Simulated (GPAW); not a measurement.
# ZnS (F-43m) in GPAW: a series of runs

Aim: see how the results for ZnS move with the level of theory and the settings. Levels: PBE, PW91. Tasks: band structure, equation of state.

Program: GPAW 26.7.0. These are calculated values, not measurements. Logs are shortened: lines on timing, memory, paths and dates and some standing lists are left out, and cuts for length are marked. The log counts tension as positive stress, the text compression.

**The experiment to reproduce.**

“Electronic, vibrational, and thermodynamic properties of ZnS (zincblende and rocksalt structure)”, 2009, arxiv:0911.5022 quotes, for a bulk crystal of ZnS: bulk modulus 76.9 GPa.

How close the calculation comes is told below.

## 1. Starting point

It takes space group F-43m (No. 216, cubic). Conventional cell: a = 5.404 Å, b = 5.404 Å, c = 5.404 Å, α = 90.00°, β = 90.00°, γ = 90.00°. Around Zn (site symmetry -43m) lie 4 S at 2.34 Å. S (site symmetry -43m) is surrounded by 4 Zn at 2.34 Å.

## 2. Band structure, PBE

Input file run.py:

```python
from ase.dft.bandgap import bandgap
from ase.io import write
from ase.spacegroup import crystal
from gpaw import GPAW

# Zn 4c
# S 4a
atoms = crystal(['Zn', 'S'],
                basis=[[0.25, 0.25, 0.25],
                       [0.0, 0.0, 0.0]],
                spacegroup=216, setting=1,  # F-43m
                cellpar=[5.404, 5.404, 5.404, 90.0, 90.0, 90.0],
                primitive_cell=True)

calc = GPAW(mode='lcao',
            h=0.16,
            basis='szp(dzp)',
            xc='PBE',
            kpts={'size': (7, 7, 7), 'gamma': True},
            occupations={'name': 'fermi-dirac', 'width': 0.05},
            convergence={'density': 1e-05, 'energy': 1e-05},
            maxiter=150,
            txt='gpaw.txt')
atoms.calc = calc
energy = atoms.get_potential_energy()
forces = atoms.get_forces()
calc.write('gs.gpw')
write('result.traj', atoms)
print(f'Energy: {energy:.6f} eV')
print('Forces (eV/A):')
print(forces.round(4))
print('Fermi level:', round(calc.get_fermi_level(), 4), 'eV')
print(f'Gap: {bandgap(calc)[0]:.4f} eV, direct: {bandgap(calc, direct=True)[0]:.4f} eV')

path = atoms.cell.bandpath('GXWKGLUWLK,UX', npoints=100, eps=1e-4)
bs_calc = calc.fixed_density(kpts=path, symmetry='off', txt='bands.txt')
bs = bs_calc.band_structure()
bs.write('bs.json')
print(f'Gap on the path: {bandgap(bs_calc)[0]:.4f} eV')
```

Potentials or basis: GPAW PAW data sets (gpaw-data 1.2.1), lcao:szp(dzp).

Run with:

```console
> OMP_NUM_THREADS=1 python run.py
```

gpaw.txt:

```text
__  _  _
 | _ |_)|_||  |
 |__||  | ||/\| - 26.7.0

Input parameters:
  mode=LCAO(),
  basis={'default': 'szp(dzp)'},
  convergence={'density': 1e-05, 'energy': 1e-05},
  h=0.16,
  kpts=MonkhorstPack(size=(7, 7, 7), gamma=True),
  maxiter=150,
  occupations=Occupations(name='fermi-dirac', width=0.05),
  xc=XC(name='PBE')

           Zn

       S

Atoms  # Å, Bohr magnetons
|   | symbol |        x |        y |        z |    initial magnetic moments |
|---|--------|----------|----------|----------|-----------------------------|
| 0 |     Zn | 1.351000 | 1.351000 | 1.351000 | ( 0.0000,  0.0000,  0.0000) |
| 1 |      S | 0.000000 | 0.000000 | 0.000000 | ( 0.0000,  0.0000,  0.0000) |

Unit cell  # Å
| periodic |        x |        y |        z |  lengths |    angles |
|----------|----------|----------|----------|----------|-----------|
|      yes | 0.000000 | 2.702000 | 2.702000 | 3.821205 | 60.000000 |
|      yes | 2.702000 | 0.000000 | 2.702000 | 3.821205 | 60.000000 |
|      yes | 2.702000 | 2.702000 | 0.000000 | 3.821205 | 60.000000 |

Number of symmetries: 24
Symmetry operations  # r_c * U_cc + t_c -> r_c
|    | kind |            matrix            |
|----|------|------------------------------|
|  0 |  E   |  1, 0, 0,  0, 1, 0,  0, 0, 1 |
|  1 |  σ   |  1, 0, 0,  0, 0, 1,  0, 1, 0 |
|  2 |  σ   |  1, 0,-1,  0, 1,-1,  0, 0,-1 |
|  3 |  C3  |  1, 0,-1,  0, 0,-1,  0, 1,-1 |
|  4 |  C3  |  1,-1, 0,  0,-1, 1,  0,-1, 0 |
|  5 |  σ   |  1,-1, 0,  0,-1, 0,  0,-1, 1 |
|  6 |  σ   |  0, 1, 0,  1, 0, 0,  0, 0, 1 |
|  7 |  C3  |  0, 1, 0,  0, 0, 1,  1, 0, 0 |
|  8 |  C2  |  0, 1,-1,  1, 0,-1,  0, 0,-1 |
|  9 |  S4  |  0, 1,-1,  0, 0,-1,  1, 0,-1 |
| 10 |  C3  |  0, 0, 1,  1, 0, 0,  0, 1, 0 |
| 11 |  σ   |  0, 0, 1,  0, 1, 0,  1, 0, 0 |
| 12 |  S4  |  0, 0,-1,  1, 0,-1,  0, 1,-1 |
| 13 |  C3  |  0, 0,-1,  0, 1,-1,  1, 0,-1 |
| 14 |  S4  |  0,-1, 1,  1,-1, 0,  0,-1, 0 |
| 15 |  C2  |  0,-1, 1,  0,-1, 0,  1,-1, 0 |
| 16 |  C3  |  0,-1, 0,  1,-1, 0,  0,-1, 1 |
| 17 |  S4  |  0,-1, 0,  0,-1, 1,  1,-1, 0 |
| 18 |  S4  | -1, 1, 0, -1, 0, 1, -1, 0, 0 |
| 19 |  C3  | -1, 1, 0, -1, 0, 0, -1, 0, 1 |
| 20 |  C3  | -1, 0, 1, -1, 1, 0, -1, 0, 0 |
| 21 |  S4  | -1, 0, 1, -1, 0, 0, -1, 1, 0 |
| 22 |  σ   | -1, 0, 0, -1, 1, 0, -1, 0, 1 |
| 23 |  C2  | -1, 0, 0, -1, 0, 1, -1, 1, 0 |

BZ-sampling:
  Number of BZ points: 343
  Number of IBZ points: 20

  Monkhorst-Pack size: [7, 7, 7]
  Monkhorst-Pack shift: [0, 0, 0]

K-points  # in reciprocal-cell coordinates
|     |                                coordinates |     weight |
|-----|--------------------------------------------|------------|
|   0 | (  0.00000000,   0.00000000,   0.00000000) | 0.00291545 |
|   1 | (  0.14285714,   0.14285714,   0.00000000) | 0.01749271 |
|   2 | (  0.14285714,   0.14285714,   0.14285714) | 0.02332362 |
|   3 | (  0.28571429,   0.14285714,   0.14285714) | 0.03498542 |
|   4 | (  0.28571429,   0.28571429,   0.00000000) | 0.01749271 |
|   5 | (  0.28571429,   0.28571429,   0.14285714) | 0.06997085 |
|   6 | (  0.28571429,   0.28571429,   0.28571429) | 0.02332362 |
|   7 | (  0.42857143,  -0.28571429,  -0.28571429) | 0.03498542 |
|   8 | (  0.42857143,   0.28571429,  -0.42857143) | 0.13994169 |
|   9 | (  0.42857143,   0.28571429,  -0.28571429) | 0.06997085 |
| ... |                                            |            |
|  19 | (  0.42857143,   0.42857143,   0.42857143) | 0.02332362 |

basis functions: 21
Spin-components: 1 (collinear spins)
Bands:           13
Projectors:      11
Spin-degeneracy: 2
Datatype:        <class 'complex'>

Parallelization:
  kpt:    1
  domain: 1
  band:   1

Density:
  Valence electrons: 18.0
  Components: 1
  Grid points: [20 20 20]
  Charge: 0.0  # |e|

Potential:
  Grid points: [20 20 20]

species:
  Zn:
    name:    Zinc
    Z:       30.0
    valence: 12
    core:    18
    charge:  0.0  # [|e|]
    compensation charges:
      type: gauss
      rc: 0.37  # [Å]
      lmax: 2
    cutoffs:
      filter: 2.14  # [Å]
      core: 2.28  # [Å]
    projectors
    | kind |    occ | energy [eV] | rcut [Å] |
    |------|--------|-------------|----------|
    |   4s |  2.000 |      -5.977 |    1.286 |
    |   4p |  0.000 |      -1.117 |    1.270 |
    |   3d | 10.000 |     -10.142 |    1.180 |
    |    s |        |      21.234 |    1.286 |
    |    p |        |      26.095 |    1.270 |
    |    d |        |      17.070 |    1.180 |

    LCAO basis set for Zn:
      Name: szp(dzp)
      File: <dir>
      Number of radial functions: 4
      Number of spherical harmonics: 12
        l=0, rc=8.1562 Bohr: 4s-sz confined orbital
        l=1, rc=12.4062 Bohr: 4p-sz confined orbital
        l=2, rc=4.3594 Bohr: 3d-sz confined orbital
        l=1, rc=8.1562 Bohr: p-type Gaussian polarization
      Number of RI-basis functions 0

  S:
    name:    Sulfur
    Z:       16.0
    valence: 6
[... 86 lines left out ...]
|  8 |  C2  |  0, 1,-1,  1, 0,-1,  0, 0,-1 |
|  9 |  S4  |  0, 1,-1,  0, 0,-1,  1, 0,-1 |
| 10 |  C3  |  0, 0, 1,  1, 0, 0,  0, 1, 0 |
| 11 |  σ   |  0, 0, 1,  0, 1, 0,  1, 0, 0 |
| 12 |  S4  |  0, 0,-1,  1, 0,-1,  0, 1,-1 |
| 13 |  C3  |  0, 0,-1,  0, 1,-1,  1, 0,-1 |
| 14 |  S4  |  0,-1, 1,  1,-1, 0,  0,-1, 0 |
| 15 |  C2  |  0,-1, 1,  0,-1, 0,  1,-1, 0 |
| 16 |  C3  |  0,-1, 0,  1,-1, 0,  0,-1, 1 |
| 17 |  S4  |  0,-1, 0,  0,-1, 1,  1,-1, 0 |
| 18 |  S4  | -1, 1, 0, -1, 0, 1, -1, 0, 0 |
| 19 |  C3  | -1, 1, 0, -1, 0, 0, -1, 0, 1 |
| 20 |  C3  | -1, 0, 1, -1, 1, 0, -1, 0, 0 |
| 21 |  S4  | -1, 0, 1, -1, 0, 0, -1, 1, 0 |
| 22 |  σ   | -1, 0, 0, -1, 1, 0, -1, 0, 1 |
| 23 |  C2  | -1, 0, 0, -1, 0, 1, -1, 1, 0 |

BZ-sampling:
  Number of BZ points: 343
  Number of IBZ points: 20

  Monkhorst-Pack size: [7, 7, 7]
  Monkhorst-Pack shift: [0, 0, 0]

K-points  # in reciprocal-cell coordinates
|     |                                coordinates |     weight |
|-----|--------------------------------------------|------------|
|   0 | (  0.00000000,   0.00000000,   0.00000000) | 0.00291545 |
|   1 | (  0.14285714,   0.14285714,   0.00000000) | 0.01749271 |
|   2 | (  0.14285714,   0.14285714,   0.14285714) | 0.02332362 |
|   3 | (  0.28571429,   0.14285714,   0.14285714) | 0.03498542 |
|   4 | (  0.28571429,   0.28571429,   0.00000000) | 0.01749271 |
|   5 | (  0.28571429,   0.28571429,   0.14285714) | 0.06997085 |
|   6 | (  0.28571429,   0.28571429,   0.28571429) | 0.02332362 |
|   7 | (  0.42857143,  -0.28571429,  -0.28571429) | 0.03498542 |
|   8 | (  0.42857143,   0.28571429,  -0.42857143) | 0.13994169 |
|   9 | (  0.42857143,   0.28571429,  -0.28571429) | 0.06997085 |
| ... |                                            |            |
|  19 | (  0.42857143,   0.42857143,   0.42857143) | 0.02332362 |

basis functions: 21
Spin-components: 1 (collinear spins)
Bands:           13
Projectors:      11
Spin-degeneracy: 2
Datatype:        <class 'complex'>

Parallelization:
  kpt:    1
  domain: 1
  band:   1

Density:
  Valence electrons: 18.0
  Components: 1
  Grid points: [20 20 20]
  Charge: 0.0  # |e|

Potential:
  Grid points: [20 20 20]

species:
  Zn:
    name:    Zinc
    Z:       30.0
    valence: 12
    core:    18
    charge:  0.0  # [|e|]
    compensation charges:
      type: gauss
      rc: 0.37  # [Å]
      lmax: 2
    cutoffs:
      filter: 2.14  # [Å]
      core: 2.28  # [Å]
    projectors
    | kind |    occ | energy [eV] | rcut [Å] |
    |------|--------|-------------|----------|
    |   4s |  2.000 |      -5.977 |    1.286 |
    |   4p |  0.000 |      -1.117 |    1.270 |
    |   3d | 10.000 |     -10.142 |    1.180 |
    |    s |        |      21.234 |    1.286 |
    |    p |        |      26.095 |    1.270 |
    |    d |        |      17.070 |    1.180 |

    LCAO basis set for Zn:
      Name: szp(dzp)
      File: <dir>
      Number of radial functions: 4
      Number of spherical harmonics: 12
        l=0, rc=8.1562 Bohr: 4s-sz confined orbital
        l=1, rc=12.4062 Bohr: 4p-sz confined orbital
        l=2, rc=4.3594 Bohr: 3d-sz confined orbital
        l=1, rc=8.1562 Bohr: p-type Gaussian polarization
      Number of RI-basis functions 0

  S:
    name:    Sulfur
    Z:       16.0
    valence: 6
    core:    10
    charge:  0.0  # [|e|]
    compensation charges:
      type: gauss
      rc: 0.24  # [Å]
      lmax: 2
    cutoffs:
      filter: 1.77  # [Å]
      core: 1.66  # [Å]
    projectors
    | kind |    occ | energy [eV] | rcut [Å] |
    |------|--------|-------------|----------|
    |   3s |  2.000 |     -17.254 |    0.974 |
    |   3p |  4.000 |      -7.008 |    0.979 |
    |    s |        |       9.957 |    0.974 |
    |    p |        |      20.203 |    0.979 |
    |    d |        |       0.000 |    0.900 |

    LCAO basis set for S:
      Name: szp(dzp)
      File: <dir>
      Number of radial functions: 3
      Number of spherical harmonics: 9
        l=0, rc=5.5156 Bohr: 3s-sz confined orbital
        l=1, rc=6.9375 Bohr: 3p-sz confined orbital
        l=2, rc=6.9375 Bohr: d-type Gaussian polarization
      Number of RI-basis functions 0

Reference energy: -59718.946550  # eV

eigensolver:
  <gpaw.new.lcao.eigensolver.LCAOEigensolver object>
density mixing:
  MSR1-Mixer
  Pratt-step length: 0.05
  Maximum mixing coefficient: 0.75
  Old densities: 10
  SVD Regularization: 0.005
  Good broyden scale: 1.0
  Trust region scale: 1.0
  Backstep threshold: 4.0
  History deletion threshold: 6.0
  Fourier metric: weight=20.0, sigma=0.015

occupation numbers:
  Fermi-Dirac:
    width: 0.0500  # eV

FastPoissonSolver using
    Stencil: 12*3+1=37 point O(h^6) finite-difference Laplacian
    FFT axes: [np.int64(0), np.int64(1), np.int64(2)]
    FST axes: []

xc functional:
  name: PBE with 2 nearest neighbor stencil
interpolation: tri-quintic # 5. degree polynomial

convergence criteria:
- Maximum integral of absolute [dens]ity change: 1e-05 electrons / valence electron
- Maximum [total energy] change in last 3 cyles: 1e-05 eV / valence electron
- Maximum integral of absolute [eigenst]ate change: 4e-08 eV^2 / valence electron
maximum number of iterations: 150

SCF iterations
|iter     | |      energy | eigst |  dens |
|---------|-|-------------|-------|-------|
|iter:   1| |   -6.126165 |      c|       |
|iter:   2| |   -6.107255 |      c| -1.35 |
|iter:   3| |   -6.041600 |      c| -1.38 |
|iter:   4| |   -6.043790 |      c| -2.03 |
|iter:   5| |   -6.043972 |      c| -2.56 |
|iter:   6| |   -6.043970 |      c| -3.73 |
|iter:   7| |   -6.043970c|      c| -4.60 |
|iter:   8| |   -6.043970c|      c| -5.19c|

Converged in 8 steps
Energy contributions relative to reference atoms: (reference = -59718.946550)

Energy contributions:
  Kinetic:          16.793369
  Coulomb:         -13.782825
  Zero:              0.087623
  External:          0.000000
  Xc:               -9.142137
  Entropy:          -0.000000
  Spinorbit:         0.000000
  ----------------------------
  Free energy:      -6.043970
  Extrapolated:     -6.043970

dipole moment: (-20.112101, -20.112101, -20.112101)  # |e|*Ang

Fermi level: 4.860
Eigenvalues  # (at kpt = [0.000, 0.000, 0.000])
| band index |      eig [eV] | occ [0-2] |
|------------|---------------|-----------|
|          0 |        -9.362 |     2.000 |
|          1 |        -2.402 |     2.000 |
|          2 |        -2.402 |     2.000 |
|          3 |        -2.402 |     2.000 |
|          4 |        -1.856 |     2.000 |
|          5 |        -1.856 |     2.000 |
|          6 |         3.885 |     2.000 |
|          7 |         3.885 |     2.000 |
|          8 |         3.886 |     2.000 |
|          9 |         5.922 |     0.000 |
|         10 |        10.531 |     0.000 |
|         11 |        10.531 |     0.000 |
|         12 |        10.531 |     0.000 |

Gap: 2.037 eV
Transition (v -> c):
  (s=0, k=0, n=8, [0.00, 0.00, 0.00]) -> (s=0, k=0, n=9, [0.00, 0.00, 0.00])
No difference between direct/indirect transitions

Forces  # eV/Ang
|        x |        y |        z |
|----------|----------|----------|
| -0.00000 |  0.00000 | -0.00000 |  # Zn   0
|  0.00000 | -0.00000 |  0.00000 |  # S    1

# Writing to gs.gpw (mode='')
```

Wall time 2 min (1 thread of Intel Xeon Platinum 8259CL at 2.50GHz (Skylake/Cascade Lake), shared host); peak memory 0.19 GiB.

The run converged, but some of its settings lie outside the range that counts as converged, so its numbers aren't taken as properties of the crystal.

What came out:

- Free energy: -6.0440 eV
- Band gap on the k mesh: 2.04 eV, direct
- Band gap along the path: 2.04 eV, direct

Caveat: the real-space grid adds noise to forces; the basis of atomic orbitals isn't converged, which shifts pressures, moduli and gaps.

## 3. Equation of state, PW91

Input file run.py:

```python
from ase.eos import EquationOfState
from ase.io import Trajectory
from ase.spacegroup import crystal
from ase.units import GPa
from gpaw import GPAW, PW, setup_paths

setup_paths.insert(0, '.')

# Zn 4c
# S 4a
atoms = crystal(['Zn', 'S'],
                basis=[[0.25, 0.25, 0.25],
                       [0.0, 0.0, 0.0]],
                spacegroup=216, setting=1,  # F-43m
                cellpar=[5.404, 5.404, 5.404, 90.0, 90.0, 90.0],
                primitive_cell=True)

traj = Trajectory('eos.traj', 'w')
volumes, energies = [], []
for x in [0.94, 0.96, 0.98, 1.0, 1.02, 1.04, 1.06]:
    a = atoms.copy()
    a.set_cell(atoms.cell * x**(1 / 3), scale_atoms=True)
    calc = GPAW(mode=PW(600),
                xc='GGA_X_PW91+GGA_C_PW91',
                kpts={'size': (7, 7, 7), 'gamma': True},
                occupations={'name': 'fermi-dirac', 'width': 0.05},
                nbands=18,
                convergence={'density': 1e-05, 'energy': 1e-05},
                maxiter=150,
                txt=f'eos-{x:.2f}.txt')
    a.calc = calc
    energies.append(a.get_potential_energy(force_consistent=True))
    volumes.append(a.get_volume())
    p = -a.get_stress()[:3].mean() / GPa
    calc.write(f'eos-{x:.2f}.gpw')
    traj.write(a)
    print(f'{x:.2f} {volumes[-1]:10.4f} A^3 {energies[-1]:14.6f} eV {p:9.3f} GPa', flush=True)

v0, e0, B = EquationOfState(volumes, energies, eos='birchmurnaghan').fit()
print(f'V0 = {v0:.4f} A^3, E0 = {e0:.6f} eV, B0 = {B / GPa:.2f} GPa')
```

Potentials or basis: PAW data sets generated in the run's folder for this functional, pw.

Run with:

```console
> gpaw-setup -f GGA_X_PW91+GGA_C_PW91 S Zn
> OMP_NUM_THREADS=1 python run.py
```

Wall time 1.8 min (1 thread of Intel Xeon Platinum 8259CL at 2.50GHz (Skylake/Cascade Lake), shared host); peak memory 0.2 GiB.

It converged, with:

* Equilibrium volume: 20.08 Å³/atom
* Bulk modulus: 71 GPa
* Pressure derivative of the bulk modulus: 4.4

Energy against volume, from the lowest point:
| volume (Å³/atom) | energy (meV/atom) |
| --- | --- |
| 18.543 | 29.85 |
| 18.938 | 15.86 |
| 19.332 | 6.53 |
| 19.727 | 1.38 |
| 20.121 | 0.00 |
| 20.516 | 2.00 |
| 20.910 | 7.04 |

## 4. Against experiment

Step 3. A measured bulk modulus of ZnS is 76.9 GPa (quoted in “Electronic, vibrational, and thermodynamic properties of ZnS (zincblende and rocksalt structure)”, 2009, arxiv:0911.5022); the calculated 71 GPa misses it by -8.1 %. The fit is for a static lattice scaled at fixed shape and fixed fractional positions.
